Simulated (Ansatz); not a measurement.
Crystal: HfN.

```
Hf N
1.0
     0.00000    2.25600    2.25600
     2.25600    0.00000    2.25600
     2.25600    2.25600    0.00000
Hf N
1 1
Direct
  0.00000 0.00000 0.00000
  0.50000 0.50000 0.50000
```

```yaml
Program: Ansatz 0.2.0
Task: relaxation of cell and atoms
Functional: HF
Potentials_or_basis: Ansatz PAW
Cutoff: "420 eV (not typed: the program's choice for these potentials)"
k_mesh: 5 × 5 × 5
Occupations: fermi-dirac, width 0.05 eV
Spin: no spin polarisation
```

At the start: volume 11.48 Å³/atom.

Problem. Where does the relaxation end?

Solution. It ends after 7 steps and the volume is 12.01 Å³/atom (+4.6 %); space group Fm-3m (No. 225, to 0.05 Å).

Step by step:
| step | energy change (eV) | largest force (eV/Å) | volume (Å³) |
| --- | --- | --- | --- |
| 1 | 0.0000 | 0.0000 | 22.96 |
| 2 | -0.0145 | 0.0000 | 24.75 |
| 3 | -0.0385 | 0.0000 | 24.04 |
| 4 | -0.0388 | 0.0000 | 24.00 |
| 5 | -0.0449 | 0.0000 | 24.00 |
| 6 | -0.0448 | 0.0000 | 24.02 |
| 7 | -0.0450 | 0.0000 | 24.02 |

Final structure:
```xyz
2
Lattice="0.0000 2.2901 2.2901 2.2901 0.0000 2.2901 2.2901 2.2901 0.0000" Properties=species:S:1:pos:R:3 pbc="T T T"
Hf    0.0000    0.0000    0.0000
N     2.2901    2.2901    2.2901
```

Caveat: the k mesh is coarse (spacing up to 0.48 Å⁻¹), so the values aren't converged, least of all with exact exchange; the plane-wave basis is chosen anew once the cell has moved, so the energies of steps on either side of that aren't comparable; the pressure holds a Pulay correction of +0.7 GPa for the finite cutoff; the PAW data sets come from PBE, with cores solved anew for the run's functional, which leaves a small shift of forces and pressure.
